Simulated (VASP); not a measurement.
Set up this calculation in VASP 6.6.1, as the native input.

* Task: relaxation of cell and atoms
* Functional: PBE
* Potentials or basis: VASP PAW PBE potentials, release 64 (Ge_d, Sb, Te)
* Cutoff: 520 eV
* k mesh: 3 × 3 × 3
* Occupations: gaussian, width 0.15 eV
* Spin: no spin polarisation
* Further INCAR settings: PREC = Normal; ALGO = Fast; EDIFF = 0.0001; IBRION = 2; EDIFFG = -0.08; NSW = 24; ISIF = 3

The structure of GeSb2Te4 lies in POSCAR:

```
GeSb2Te4
1.0
    0.0000000000      4.7422202500      4.7422202500
    4.7422202500      0.0000000000      4.7422202500
    4.7422202500      4.7422202500      0.0000000000
Ge Sb Te
1 2 4
Direct
    0.7500000000      0.7500000000      0.7500000000
    0.5000000000      0.5000000000      0.5000000000
    0.2500000000      0.2500000000      0.2500000000
    0.8828953100      0.3513140700      0.8828953100
    0.8828953100      0.8828953100      0.8828953100
    0.3513140700      0.8828953100      0.8828953100
    0.8828953100      0.8828953100      0.3513140700
```

The cell was built by a generator and needn't be a form met in nature.

One way to write it, as run:

INCAR

```
ALGO = Fast
EDIFF = 1E-4
EDIFFG = -0.08
ENCUT = 520
GGA = PE
IBRION = 2
ISIF = 3
ISMEAR = 0
LASPH = True
LCHARG = False
LREAL = False
LWAVE = False
NELM = 60
NSW = 24
PREC = Normal
SIGMA = 0.15
```

KPOINTS

```
k-points
0
Gamma
  3 3 3
```

Potentials or basis: VASP PAW PBE potentials, release 64 (Ge_d, Sb, Te).

Launch:

```sh
$ cat potpaw_PBE.64/Ge_d/POTCAR potpaw_PBE.64/Sb/POTCAR potpaw_PBE.64/Te/POTCAR > POTCAR
$ mpirun -np 1 vasp_std > vasp.out
```

Results of the run:

| Item | Value |
| --- | --- |
| Relaxed volume | 38.94 Å³/atom |
| Relaxed cell | a = 7.278 Å, b = 7.278 Å, c = 7.278 Å, α = 60.00°, β = 60.00°, γ = 60.00° |
| Space group after relaxing (to 0.05 Å) | F-43m (No. 216) |
| Energy gained by relaxing | 564.5 meV/atom |
| Ionic steps | 9 |
| Pressure after relaxing | 0.0 GPa |
| Largest force after relaxing | 0.034 eV/Å |
| Band gap on the k mesh | none (metal or under the smearing width) |

Caveat: the k mesh is coarse (spacing up to 0.38 Å⁻¹), so the values aren't converged; the volume moved by over 15 % at a fixed basis, so the end points are rough; the relaxation stopped at a loose force limit of 0.08 eV/Å, so its end isn't a converged minimum.

Wall time 100 s on 1 thread of Intel(R) Xeon(R) 6975P-C (Granite Rapids), on a shared host, peak memory 0.26 GiB.
